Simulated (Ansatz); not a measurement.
Runs of Ansatz 0.2.0 on Ga. Symmetry: Pm-3m, No. 221, cubic system. Conventional cell: a = 2.716 Å, b = 2.716 Å, c = 2.716 Å, α = 90.00°, β = 90.00°, γ = 90.00°. Ga (site symmetry m-3m) has 6 Ga at 2.72 Å as nearest neighbours. The cell was built by a generator and needn't be a form met in nature.

```tsv
task	level	spin	cell	k mesh	cutoff (eV)	smearing	points for each segment of the path	gap on the mesh (eV)	pressure (GPa)
band structure	r2SCAN	off	as given	10 × 10 × 10	500	fermi-dirac 0.05 eV	14	none	(a)
single point	PBE	off	as given	10 × 10 × 10	420	gaussian 0.012 eV	-	-	0.6
band structure	PBEsol	off	as given	10 × 10 × 10	420	fermi-dirac 0.05 eV	14	none	-3.1
band structure	PBEsol	SOC, no magnetisation	as given	7 × 7 × 7	420	fermi-dirac 0.05 eV	14	none	-4.1
relaxation of cell and atoms	LDA	off	relaxed	10 × 10 × 10	420	fermi-dirac 0.05 eV	-	none	0.0
```

Alike in all rows: potentials or basis Ansatz PAW.

Q: Fill in the values left out.

A: (a) -2.7.

Caveats: the PAW data sets come from PBE, with cores solved anew for the run's functional, which leaves a small shift of forces and pressure (some runs); the plane-wave basis is chosen anew once the cell has moved, so the energies of steps on either side of that aren't comparable (some runs).

A k mesh can miss the band edges, and rows without SOC leave out spin-orbit coupling on Ga.

A gap of «none» marks a metal or a gap under the smearing width.
